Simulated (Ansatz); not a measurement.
Crystal: Co, fcc type, 1 atom in the cell.

Theory: HSE06, plane waves, PAW datasets (generated soft set 1) (Ansatz 0.2.0 development build).

Cutoff 420 eV; exchange singularity: Wigner-Seitz; k-mesh 6×6×6 Γ-centred; Fermi–Dirac smearing of 0.1 eV; no spin polarisation.

What equilibrium volume, lattice constant and bulk modulus does this give?

V₀ = 10.021 Å³/atom (a₀ = 3.422 Å), B₀ = 269 GPa, B₀′ = 4.38. The points behind the fit:

```tsv
V (Å³/atom)	a (Å)	E − E(min) (meV/atom)	P (GPa)
9.445	3.3554	30.83	18.21
9.753	3.3915	6.23	7.71
10.061	3.4268	0.00	-1.17
10.369	3.4615	9.45	-8.61
10.677	3.4954	32.08	-14.78
```

The stress includes the program's correction for the finite plane-wave basis.

The k-mesh is coarse, so these values belong to this mesh and can lie far from the converged ones. This cubic structure is a model: it isn't the usual form of the substance at ambient conditions, and such phases are metastable or hypothetical. The real material is magnetic: without spin this is a model state, and volume, stiffness and gap can lie far from those of the magnetic ground state.
